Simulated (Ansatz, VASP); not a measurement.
SiC: VASP beside Ansatz

INCAR

```
SYSTEM = SiC
PREC = Accurate
ENCUT = 520
EDIFF = 1E-6
ISMEAR = 0
SIGMA = 0.01
LREAL = .FALSE.
LASPH = .TRUE.
NELM = 100
ALGO = Normal
ISIF = 2
LWAVE = .FALSE.
LCHARG = .FALSE.
GGA = CA
NBANDS = 11
```

KPOINTS

```
Automatic mesh
0
G
  10 10 10
  0 0 0
```

The input POSCAR:

```
SiC
1.0
    2.1437855615      2.1437855615      0.0000000000
   -2.1437855615      2.1437855615      0.0000000000
    0.0000000000      2.1437855615      2.1437855615
Si C
1 1
Direct
    0.0000000000      0.0000000000      0.0000000000
    0.7500000000      0.2500000000      0.5000000000
```

Input for Ansatz:

```yaml
crystal:
  lattice:
    - [2.14378556148, 2.14378556148, 0.0]
    - [-2.14378556148, 2.14378556148, 0.0]
    - [0.0, 2.14378556148, 2.14378556148]
  atoms:
    - { symbol: Si, position: [0.0, 0.0, 0.0] }
    - { symbol: C, position: [0.75, 0.25, 0.5] }
kpoints:
  mp_grid: { grid: [10, 10, 10] }
scf:
  occupations: { method: fixed }
  convergence: { dr2_threshold: 1.0e-10 }
hamiltonian:
  xc: lda
  pseudopotentials: { kind: all_electron, lapw: { basis_error: 0.0005 } }
output:
  forces: true
  stress: true
  eigenstates:
    kpoints:
      - [0.0, 0.0, 0.0]
      - [-0.5, 0.5, 0.0]
      - [-0.5, -0.5, -0.5]
      - [0.0, 0.0, -0.5]
      - [0.0, -0.5, -0.5]
      - [0.0, 0.5, 0.0]
      - [-0.5, 0.0, 0.0]
      - [-0.5, 0.0, -0.5]
  eigenvalues: true
```

Alike in both runs: task single point; functional LDA; k mesh 10 × 10 × 10; no spin polarisation.

```csv
,VASP,Ansatz
version,VASP 6.6.1,Ansatz 0.2.0
potentials or method,"VASP PAW LDA potentials, release 64 (Si, C)","all-electron LAPW, scalar-relativistic"
plane-wave cutoff (eV),520,see its input
occupations,"gaussian, width 0.01 eV",fixed
```

VASP gave:

```
gap on the k mesh at the Fermi level (eV) : 1.26
pressure (GPa)                            : 7.4
```

Question: Estimate Ansatz's values.

Answer: gap on the k mesh at the Fermi level (eV): 1.27; pressure (GPa): 7.0.

Ansatz ran all-electron here, so the differences hold the error of VASP's frozen core and of both bases.

A k mesh can miss the band edges.
